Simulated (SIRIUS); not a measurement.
# Pd (Fm-3m) in SIRIUS: convergence with k mesh

Aim: find how far k mesh must go before the results for Pd settle, at PBE. This setting moves, with any that are tied to it; all else stays.

All numbers are computed with SIRIUS 7.12.0; they aren't measurements. Logs are shortened: lines on timing, memory, paths and dates and some standing lists are left out, and cuts for length are marked. The log counts tension as positive stress, the text compression.

### 1 The crystal as given

Symmetry: Fm-3m, No. 225, cubic system. The conventional cell has a = 3.893 Å, b = 3.893 Å, c = 3.893 Å, α = 90.00°, β = 90.00°, γ = 90.00°. Around Pd (site symmetry m-3m) lie 12 Pd at 2.75 Å.

### 2 With k mesh 2 × 2 × 2

Input file sirius.json:

```json
{
  "control": {
    "processing_unit": "cpu",
    "std_evp_solver_name": "lapack",
    "gen_evp_solver_name": "lapack",
    "verbosity": 2,
    "print_forces": true,
    "ortho_rf": true,
    "use_second_variation": true,
    "rmt_max": 3.0,
    "num_bands_to_print": 17,
    "save_wf": true
  },
  "parameters": {
    "electronic_structure_method": "full_potential_lapwlo",
    "xc_functionals": ["XC_GGA_X_PBE", "XC_GGA_C_PBE"],
    "core_relativity": "dirac",
    "valence_relativity": "iora",
    "num_fv_states": 17,
    "smearing": "fermi_dirac",
    "smearing_width": 0.0018374661,
    "pw_cutoff": 20,
    "gk_cutoff": 3.46,
    "lmax_apw": 10,
    "lmax_rho": 8,
    "lmax_pot": 8,
    "num_mag_dims": 0,
    "auto_rmt": 0,
    "ngridk": [2, 2, 2],
    "shiftk": [0, 0, 0],
    "num_dft_iter": 80,
    "energy_tol": 1e-07,
    "density_tol": 1e-05,
    "use_symmetry": true
  },
  "settings": {"tol_ne": 1e-10},
  "iterative_solver": {"type": "exact"},
  "mixer": {"type": "anderson", "beta": 0.5, "max_history": 8},
  "unit_cell": {
    "lattice_vectors": [[0.0, 3.6783519016, 3.6783519016], [3.6783519016, 0.0, 3.6783519016], [3.6783519016, 3.6783519016, 0.0]],
    "atom_types": ["Pd"],
    "atom_files": {"Pd": "Pd.json"},
    "atoms": {"Pd": [[0.0, 0.0, 0.0]]}
  }
}
```

Input file Pd.json:

```json
{
  "name": "palladium",
  "symbol": "Pd",
  "number": 46,
  "mass": 106.42,
  "rmin": 1e-06,
  "rmt": 2.54,
  "nrmt": 800,
  "rinf": 14.72,
  "core": "1s2s2p3s3p3d",
  "valence": [
    {"basis": [{"enu": -0.01, "dme": 0, "n": 0, "auto": 0}, {"enu": -0.01, "dme": 1, "n": 0, "auto": 0}]},
    {"l": 0, "n": 1, "basis": [{"enu": 0.09, "dme": 0, "n": 0, "auto": 0}]},
    {"l": 1, "n": 2, "basis": [{"enu": 0.09, "dme": 0, "n": 0, "auto": 0}]},
    {"l": 2, "n": 3, "basis": [{"enu": 0.09, "dme": 0, "n": 0, "auto": 0}]},
    {"l": 3, "n": 4, "basis": [{"enu": 0.09, "dme": 0, "n": 0, "auto": 0}]}
  ],
  "lo": [
    {"l": 0, "basis": [{"enu": 0.09, "dme": 0, "n": 0, "auto": 0}, {"enu": 0.09, "dme": 1, "n": 0, "auto": 0}]},
    {"l": 0, "basis": [{"enu": -2.88, "dme": 0, "n": 4, "auto": 1}, {"enu": -2.88, "dme": 1, "n": 4, "auto": 1}]},
    {"l": 0, "basis": [{"enu": -2.88, "dme": 1, "n": 4, "auto": 1}, {"enu": 0.09, "dme": 0, "n": 0, "auto": 0}]},
    {"l": 0, "basis": [{"enu": 0.09, "dme": 0, "n": 0, "auto": 0}, {"enu": 2.57, "dme": 0, "n": 0, "auto": 0}]},
    {"l": 1, "basis": [{"enu": 0.09, "dme": 0, "n": 0, "auto": 0}, {"enu": 0.09, "dme": 1, "n": 0, "auto": 0}]},
    {
      "l": 1,
      "basis": [{"enu": -1.6349, "dme": 0, "n": 4, "auto": 1}, {"enu": -1.6349, "dme": 1, "n": 4, "auto": 1}]
    },
    {
      "l": 1,
      "basis": [{"enu": -1.6349, "dme": 1, "n": 4, "auto": 1}, {"enu": 0.09, "dme": 0, "n": 0, "auto": 0}]
    },
    {"l": 1, "basis": [{"enu": 0.09, "dme": 0, "n": 0, "auto": 0}, {"enu": 2.942, "dme": 0, "n": 0, "auto": 0}]},
    {"l": 2, "basis": [{"enu": 0.09, "dme": 0, "n": 0, "auto": 0}, {"enu": 0.09, "dme": 1, "n": 0, "auto": 0}]},
    {"l": 2, "basis": [{"enu": 0.09, "dme": 1, "n": 0, "auto": 0}, {"enu": 0.09, "dme": 2, "n": 0, "auto": 0}]},
    {"l": 2, "basis": [{"enu": 0.09, "dme": 0, "n": 0, "auto": 0}, {"enu": 2.508, "dme": 0, "n": 0, "auto": 0}]},
    {"l": 3, "basis": [{"enu": 0.09, "dme": 0, "n": 0, "auto": 0}, {"enu": 0.09, "dme": 1, "n": 0, "auto": 0}]},
    {"l": 3, "basis": [{"enu": 0.09, "dme": 0, "n": 0, "auto": 0}, {"enu": 2.787, "dme": 0, "n": 0, "auto": 0}]}
  ],
  "free_atom": [... radial grid and density of the free atom, the start of the SCF ...]
}
```

Input file sirius_start.json:

```json
{
  "control": {
    "processing_unit": "cpu",
    "std_evp_solver_name": "lapack",
    "gen_evp_solver_name": "lapack",
    "verbosity": 1,
    "print_forces": false,
    "ortho_rf": true,
    "use_second_variation": true,
    "rmt_max": 3.0,
    "num_bands_to_print": 17,
    "save_wf": false
  },
  "parameters": {
    "electronic_structure_method": "full_potential_lapwlo",
    "xc_functionals": ["XC_LDA_X", "XC_LDA_C_PW"],
    "core_relativity": "dirac",
    "valence_relativity": "iora",
    "num_fv_states": 17,
    "smearing": "fermi_dirac",
    "smearing_width": 0.0055123983,
    "pw_cutoff": 20,
    "gk_cutoff": 2.77,
    "lmax_apw": 10,
    "lmax_rho": 8,
    "lmax_pot": 8,
    "num_mag_dims": 0,
    "auto_rmt": 0,
    "ngridk": [1, 1, 1],
    "shiftk": [0, 0, 0],
    "num_dft_iter": 30,
    "energy_tol": 0.01,
    "density_tol": 0.05,
    "use_symmetry": true
  },
  "settings": {"tol_ne": 1e-10},
  "iterative_solver": {"type": "exact"},
  "mixer": {"type": "anderson", "beta": 0.5, "max_history": 8},
  "unit_cell": {
    "lattice_vectors": [[0.0, 3.6783519016, 3.6783519016], [3.6783519016, 0.0, 3.6783519016], [3.6783519016, 3.6783519016, 0.0]],
    "atom_types": ["Pd"],
    "atom_files": {"Pd": "Pd.json"},
    "atoms": {"Pd": [[0.0, 0.0, 0.0]]}
  }
}
```

Potentials or basis: all-electron FP-LAPW, apw+lo standard.

Launch:

```console
> OMP_NUM_THREADS=1 sirius.scf --input=sirius_start.json --output=start.json
> OMP_NUM_THREADS=1 sirius.scf --input=sirius.json --output=output.json --task=1
```

Log:

```text
[info] SIRIUS version : 7.12.0
[info] number of MPI ranks           : 1
[info] MPI grid                      : 1 1
[info] maximum number of OMP threads : 1
[fft] FFT context for density and potential
[fft] =====================================
[fft]   plane wave cutoff                     : 20
[fft]   grid size                             : 36 36 36   total : 46656
[fft]   grid limits                           : -17 18   -17 18   -17 18
[fft]   number of G-vectors within the cutoff : 13539
[fft]   number of G-shells                    : 398
[fft] FFT context for coarse grid
[fft] =====================================
[fft]   plane wave cutoff                     : 6.92
[fft]   grid size                             : 15 15 15   total : 3375
[fft]   grid limits                           : -7 7   -7 7   -7 7
[fft]   number of G-vectors within the cutoff : 537
[fft]   number of G-shells                    : 27
[unit cell] lattice vectors
[unit cell]   a1 :       0.0000000000      3.6783519016      3.6783519016
[unit cell]   a2 :       3.6783519016      0.0000000000      3.6783519016
[unit cell]   a3 :       3.6783519016      3.6783519016      0.0000000000
[unit cell] reciprocal lattice vectors
[unit cell]   b1 :      -0.8540761563      0.8540761563      0.8540761563
[unit cell]   b2 :       0.8540761563     -0.8540761563      0.8540761563
[unit cell]   b3 :       0.8540761563      0.8540761563     -0.8540761563
[unit cell] unit cell volume :        99.53820872 [a.u.^3]
[unit cell] 1/sqrt(omega)    :         0.10023170
[unit cell] MT volume        :        68.64197317 (68.96%)
[unit cell] IT volume        :        30.89623555 (31.04%)
[unit cell] number of atom types : 1
[unit cell] type id : 0 symbol : Pd mt_radius :   2.540000 num_atoms : 1
[unit cell] total number of atoms : 1
[unit cell] number of symmetry classes : 1
[unit cell] atom id  type id  class id             position                      vector_field
[unit cell] ------------------------------------------------------------------------------------------
[unit cell]      0        0        0      0.00000   0.00000   0.00000      0.00000   0.00000   0.00000
[unit cell] atom id         position (Cartesian, a.u.)
[unit cell] ---------------------------------------------
[unit cell]      0       0.000000    0.000000    0.000000
[unit cell] class id : 0 atom id : 0
[unit cell] minimum bond length:     5.201975
[sym] space group number   : 225
[sym] international symbol : Fm-3m
[sym] Hall symbol          : -F 4 2 3
[sym] space group transformation matrix :
[sym]   0.0000  0.5000  0.5000
[sym]   0.5000  0.0000  0.5000
[sym]   0.5000  0.5000  0.0000
[... 188 lines left out ...]
[find] atom      charge    core leakage
[find] --------------------------------------------------------------------------------
[find]    0   45.169179    6.557929e-09
[find] total core leakage    : 6.55792941e-09
[find] interstitial charge   : 0.830819
[find] total charge          : 45.999998
[find] Energy
[find] --------------------------------------------------------------------------------
[find] valence_eval_sum               :     -14.00641836
[find] core_eval_sum                  :   -3005.96885433
[find] kinetic energy                 :    5261.48068775
[find] enuc                           :   -6128.01163044
[find] <rho|V^{XC}>                   :    -188.46863038
[find] <rho|E^{XC}>                   :    -144.48212044
[find] <mag|B^{XC}>                   :       0.00000000
[find] <rho|V^{H}>                    :   -8092.98733006
[find] smearing (-TS)                 :      -0.00124470
[find] SCF correction                 :      10.63761276
[find] Total energy                   :   -5046.86911540 (Ha),  -10093.73823080 (Ry)
[find] Free energy (E-TS)             :   -5046.87036010 (Ha),  -10093.74072021 (Ry)
[find] band gap (eV)                  :       0.00000000
[find] Efermi                         :       0.24083516
[find] iteration : 0, RMS (target) : 4.8480e-01 (1.0000e-05) , energy difference (target) : -5.0469e+03 (1.0000e-07)
[find] +------------------------------+
[find] | SCF iteration   1 out of  80|
[find] +------------------------------+
[generate_radial_functions] Linearization energies
[generate_radial_functions] Atom : Pd, class id : 0
[generate_radial_functions] augmented waves
[generate_radial_functions] local orbitals
[generate_radial_functions] {l: 0, n: 4, enu: -2.70279, dme: 0, auto: 1}
[generate_radial_functions] {l: 0, n: 4, enu: -2.70279, dme: 1, auto: 1}
[generate_radial_functions] {l: 0, n: 4, enu: -2.70279, dme: 1, auto: 1}
[generate_radial_functions] {l: 1, n: 4, enu: -1.45474, dme: 0, auto: 1}
[generate_radial_functions] {l: 1, n: 4, enu: -1.45474, dme: 1, auto: 1}
[generate_radial_functions] {l: 1, n: 4, enu: -1.45474, dme: 1, auto: 1}
[diagonalize] Lowest band energies
[diagonalize] ik:    0   -2.705098   -1.447635   -1.447635   -1.447635    0.012879    0.230257    0.230257    0.230257    0.294756    0.294756    0.903626    1.071075    1.071075    1.071075    1.261723    1.417576    1.417576
[diagonalize] ik:    1   -2.702771   -1.465376   -1.450132   -1.450132    0.115135    0.224773    0.224773    0.312544    0.348038    0.348038    0.588760    0.872707    1.051124    1.051124    1.295753    1.295753    1.429578
[diagonalize] ik:    2   -2.702007   -1.464361   -1.454208   -1.454208    0.109002    0.133868    0.344274    0.363495    0.363495    0.404039    0.706589    0.762590    0.762590    1.078935    1.109251    1.412346    1.618146
[generate_core_charge_density] atom class : 0
[generate_core_charge_density]   n,l,k : 1 0 1  energy :        -887.07930861
[generate_core_charge_density]   n,l,k : 2 0 1  energy :        -129.03100574
[generate_core_charge_density]   n,l,k : 2 1 1  energy :        -119.64067805
[generate_core_charge_density]   n,l,k : 2 1 2  energy :        -113.78288340
[generate_core_charge_density]   n,l,k : 3 0 1  energy :         -22.86117284
[generate_core_charge_density]   n,l,k : 3 1 1  energy :         -19.15540495
[generate_core_charge_density]   n,l,k : 3 1 2  energy :         -18.13566529
[generate_core_charge_density]   n,l,k : 3 2 2  energy :         -11.57404471
[generate_core_charge_density]   n,l,k : 3 2 3  energy :         -11.37091910
[find] Total energy                   :   -5046.90479232 (Ha),  -10093.80958463 (Ry)
[find] iteration : 1, RMS (target) : 4.0133e-01 (1.0000e-05) , energy difference (target) : -3.5677e-02 (1.0000e-07)
[find] Total energy                   :   -5046.91304113 (Ha),  -10093.82608225 (Ry)
[find] iteration : 2, RMS (target) : 1.7786e-01 (1.0000e-05) , energy difference (target) : -8.2488e-03 (1.0000e-07)
[find] Total energy                   :   -5046.92664583 (Ha),  -10093.85329166 (Ry)
[find] iteration : 3, RMS (target) : 2.0276e-01 (1.0000e-05) , energy difference (target) : -1.3605e-02 (1.0000e-07)
[find] Total energy                   :   -5046.92076352 (Ha),  -10093.84152703 (Ry)
[find] iteration : 4, RMS (target) : 1.3345e-01 (1.0000e-05) , energy difference (target) : 5.8823e-03 (1.0000e-07)
[... 24 lines left out ...]
[find] valence_eval_sum               :     -12.28057758
[find] core_eval_sum                  :   -3001.58124504
[find] kinetic energy                 :    5270.93034808
[find] enuc                           :   -6125.27275219
[find] <rho|V^{XC}>                   :    -188.21004465
[find] <rho|E^{XC}>                   :    -144.29027413
[find] <mag|B^{XC}>                   :       0.00000000
[find] <rho|V^{H}>                    :   -8096.58212607
[find] smearing (-TS)                 :      -0.00325310
[find] SCF correction                 :       0.00002086
[find] Total energy                   :   -5046.92372041 (Ha),  -10093.84744082 (Ry)
[find] Free energy (E-TS)             :   -5046.92697351 (Ha),  -10093.85394703 (Ry)
[find] band gap (eV)                  :       0.00000000
[find] Efermi                         :       0.32808340
[find] iteration : 12, RMS (target) : 8.9070e-06 (1.0000e-05) , energy difference (target) : -2.4995e-08 (1.0000e-07)
[find] converged after 13 SCF iterations!
[find] Charges and magnetic moments
[find] --------------------------------------------------------------------------------
[find] atom      charge    core leakage
[find] --------------------------------------------------------------------------------
[find]    0   45.085867    7.054580e-09
[find] total core leakage    : 7.05457957e-09
[find] interstitial charge   : 0.914131
[find] total charge          : 45.999998
[find] Energy
[find] --------------------------------------------------------------------------------
[find] valence_eval_sum               :     -12.28057758
[find] core_eval_sum                  :   -3001.58124504
[find] kinetic energy                 :    5270.93034808
[find] enuc                           :   -6125.27275219
[find] <rho|V^{XC}>                   :    -188.21004465
[find] <rho|E^{XC}>                   :    -144.29027413
[find] <mag|B^{XC}>                   :       0.00000000
[find] <rho|V^{H}>                    :   -8096.58212607
[find] smearing (-TS)                 :      -0.00325310
[find] SCF correction                 :       0.00002086
[find] Total energy                   :   -5046.92372041 (Ha),  -10093.84744082 (Ry)
[find] Free energy (E-TS)             :   -5046.92697351 (Ha),  -10093.85394703 (Ry)
[find] band gap (eV)                  :       0.00000000
[find] Efermi                         :       0.32808340
[ground_state]
[ground_state] ==== total Forces in Ha/bohr =====
[ground_state] atom:    0, force:       0.0000000      0.0000000      0.0000000
[ground_state] ==== contribution from density =====
[ground_state] atom:    0, force:       0.0000000      0.0000000      0.0000000
[ground_state] ==== contribution from Hartree potential =====
[ground_state] atom:    0, force:       0.0000000      0.0000000      0.0000000
[ground_state] ==== contribution from IBS =====
[ground_state] atom:    0, force:       0.0000000      0.0000000      0.0000000
```

It took 19 s on 1 thread of Intel Xeon 6975P-C (Granite Rapids), shared host; peak memory 0.24 GiB.

What came out:

```yaml
Free_energy: -137333.8792 eV
Band_gap_on_the_k_mesh: none (metal or under the smearing width)
All_electrons_inside_the_program's_atomic_spheres: Pd 45.09 (radii Pd 2.54 bohr)
```

### 3 With k mesh 4 × 4 × 4

Changes to sirius.json since step 2:

```diff
@@ -28,3 +28,3 @@
     "auto_rmt": 0,
-    "ngridk": [2, 2, 2],
+    "ngridk": [4, 4, 4],
     "shiftk": [0, 0, 0],
```

Input file Pd.json:

```json
{
  "name": "palladium",
  "symbol": "Pd",
  "number": 46,
  "mass": 106.42,
  "rmin": 1e-06,
  "rmt": 2.54,
  "nrmt": 800,
  "rinf": 14.72,
  "core": "1s2s2p3s3p3d",
  "valence": [
    {"basis": [{"enu": 0.11, "dme": 0, "n": 0, "auto": 0}, {"enu": 0.11, "dme": 1, "n": 0, "auto": 0}]},
    {"l": 0, "n": 1, "basis": [{"enu": 0.21, "dme": 0, "n": 0, "auto": 0}]},
    {"l": 1, "n": 2, "basis": [{"enu": 0.21, "dme": 0, "n": 0, "auto": 0}]},
    {"l": 2, "n": 3, "basis": [{"enu": 0.21, "dme": 0, "n": 0, "auto": 0}]},
    {"l": 3, "n": 4, "basis": [{"enu": 0.21, "dme": 0, "n": 0, "auto": 0}]}
  ],
  "lo": [
    {"l": 0, "basis": [{"enu": 0.21, "dme": 0, "n": 0, "auto": 0}, {"enu": 0.21, "dme": 1, "n": 0, "auto": 0}]},
    {"l": 0, "basis": [{"enu": -2.76, "dme": 0, "n": 4, "auto": 1}, {"enu": -2.76, "dme": 1, "n": 4, "auto": 1}]},
    {"l": 0, "basis": [{"enu": -2.76, "dme": 1, "n": 4, "auto": 1}, {"enu": 0.21, "dme": 0, "n": 0, "auto": 0}]},
    {"l": 0, "basis": [{"enu": 0.21, "dme": 0, "n": 0, "auto": 0}, {"enu": 2.69, "dme": 0, "n": 0, "auto": 0}]},
    {"l": 1, "basis": [{"enu": 0.21, "dme": 0, "n": 0, "auto": 0}, {"enu": 0.21, "dme": 1, "n": 0, "auto": 0}]},
    {
      "l": 1,
      "basis": [{"enu": -1.5149, "dme": 0, "n": 4, "auto": 1}, {"enu": -1.5149, "dme": 1, "n": 4, "auto": 1}]
    },
    {
      "l": 1,
      "basis": [{"enu": -1.5149, "dme": 1, "n": 4, "auto": 1}, {"enu": 0.21, "dme": 0, "n": 0, "auto": 0}]
    },
    {"l": 1, "basis": [{"enu": 0.21, "dme": 0, "n": 0, "auto": 0}, {"enu": 3.062, "dme": 0, "n": 0, "auto": 0}]},
    {"l": 2, "basis": [{"enu": 0.21, "dme": 0, "n": 0, "auto": 0}, {"enu": 0.21, "dme": 1, "n": 0, "auto": 0}]},
    {"l": 2, "basis": [{"enu": 0.21, "dme": 1, "n": 0, "auto": 0}, {"enu": 0.21, "dme": 2, "n": 0, "auto": 0}]},
    {"l": 2, "basis": [{"enu": 0.21, "dme": 0, "n": 0, "auto": 0}, {"enu": 2.628, "dme": 0, "n": 0, "auto": 0}]},
    {"l": 3, "basis": [{"enu": 0.21, "dme": 0, "n": 0, "auto": 0}, {"enu": 0.21, "dme": 1, "n": 0, "auto": 0}]},
    {"l": 3, "basis": [{"enu": 0.21, "dme": 0, "n": 0, "auto": 0}, {"enu": 2.907, "dme": 0, "n": 0, "auto": 0}]}
  ],
  "free_atom": [... radial grid and density of the free atom, the start of the SCF ...]
}
```

Changes to sirius_start.json since step 2:

```diff
@@ -28,3 +28,3 @@
     "auto_rmt": 0,
-    "ngridk": [1, 1, 1],
+    "ngridk": [2, 2, 2],
     "shiftk": [0, 0, 0],
```

Potentials or basis: all-electron FP-LAPW, apw+lo standard.

Launch:

```console
> OMP_NUM_THREADS=1 sirius.scf --input=sirius_start.json --output=start.json
> OMP_NUM_THREADS=1 sirius.scf --input=sirius.json --output=output.json --task=1
```

Run time: 15 s. Hardware: 1 thread of Intel Xeon 6975P-C (Granite Rapids), shared host; peak memory 0.25 GiB.

Results:

- Free energy: -137337.3680 eV
- Band gap on the k mesh: none (metal or under the smearing width)
- All electrons inside the program's atomic spheres: Pd 45.03 (radii Pd 2.54 bohr)

### 4 With k mesh 5 × 5 × 5

Changes to sirius.json since step 3:

```diff
@@ -28,3 +28,3 @@
     "auto_rmt": 0,
-    "ngridk": [4, 4, 4],
+    "ngridk": [5, 5, 5],
     "shiftk": [0, 0, 0],
```

Pd.json is that of step 3.

sirius_start.json is that of step 3.

Launch:

```console
> OMP_NUM_THREADS=1 sirius.scf --input=sirius_start.json --output=start.json
> OMP_NUM_THREADS=1 sirius.scf --input=sirius.json --output=output.json --task=1
```

Wall time 17 s (1 thread of Intel Xeon 6975P-C (Granite Rapids), shared host); peak memory 0.25 GiB.

What came out:

| Item | Value |
| --- | --- |
| Free energy | -137337.0632 eV |
| Band gap on the k mesh | none (metal or under the smearing width) |
| All electrons inside the program's atomic spheres | Pd 45.01 (radii Pd 2.54 bohr) |

[end of part 1 of 2]
